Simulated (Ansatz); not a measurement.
**BP: energy and pressure over a range of volumes**

The task here is to estimate one member of a computed series from the others.

Program: Ansatz 0.2.0. Level of theory: DFT PBE, scalar-relativistic. These are calculated values, not measurements.

### The starting structure

Symmetry: F-43m, No. 216, cubic system. The conventional cell has a = 4.538 Å, b = 4.538 Å, c = 4.538 Å, α = 90.00°, β = 90.00°, γ = 90.00°. B (site symmetry -43m) has 4 P at 1.97 Å as nearest neighbours. Around P (site symmetry -43m) lie 4 B at 1.97 Å.

Coordinates:

```
CELL_PARAMETERS angstrom
0.00000 2.26900 2.26900
2.26900 0.00000 2.26900
2.26900 2.26900 0.00000
ATOMIC_POSITIONS crystal
B 0.00000 0.00000 0.00000
P 0.75000 0.75000 0.75000
```

The cell is a deposited one (Crystallography Open Database entry 9008835); the temperature and pressure of the measurement aren't taken into account, and nothing was relaxed.

Atoms are numbered in the order of the input: B1, P2.

Set-up of the first run:

input.yaml

```yaml
crystal:
  lattice:
    - [0.0, 2.2383340787, 2.2383340787]
    - [2.2383340787, 0.0, 2.2383340787]
    - [2.2383340787, 2.2383340787, 0.0]
  atoms:
    - { symbol: B, position: [0.0, 0.0, 0.0] }
    - { symbol: P, position: [0.75, 0.75, 0.75] }
kpoints:
  mp_grid: { grid: [15, 15, 15] }
scf:
  occupations: { method: fermi_dirac, width: 0.05 }
hamiltonian:
  xc: pbe
  pseudopotentials: { kind: all_electron, lapw: { basis_error: 0.001 } }
output:
  forces: true
  stress: true
  eigenvalues: true
```

Among the steps run: Volume × 0.96, LAPW; Volume × 0.96, PAW; Volume × 0.96, crystal datasets; Volume × 0.98, LAPW; Volume × 0.98, PAW; Volume × 1.02, LAPW; Volume × 1.02, PAW; Volume × 1.04, LAPW; Volume × 1.04, PAW; Volume × 1.04, crystal datasets.

One table of the session follows, with a row left open; its other results are not shown here.

| method | volume (Å³/atom) | gap on the k mesh (eV) |
| --- | --- | --- |
| LAPW | 11.214 | 1.19 |
| LAPW | 11.448 | 1.22 |
| LAPW | 11.682 | 1.25 |
| LAPW | 11.915 | 1.27 |
| LAPW | 12.149 | 1.30 |
| PAW | 11.214 | 1.19 |
| PAW | 11.448 | 1.22 |
| PAW | 11.682 | ? |
| PAW | 11.915 | 1.27 |
| PAW | 12.149 | 1.30 |
| crystal datasets | 11.214 | 1.19 |
| crystal datasets | 11.682 | 1.25 |
| crystal datasets | 12.149 | 1.30 |

Estimate the missing values for PAW, 11.682.

**Answer.** gap on the k mesh (eV): 1.24. In the column «gap on the k mesh (eV)» it lies between PAW, 11.448 (1.22) and LAPW, 11.682 (1.25).

Caveats from the session: Warnings in the runs' records: crystal datasets made.
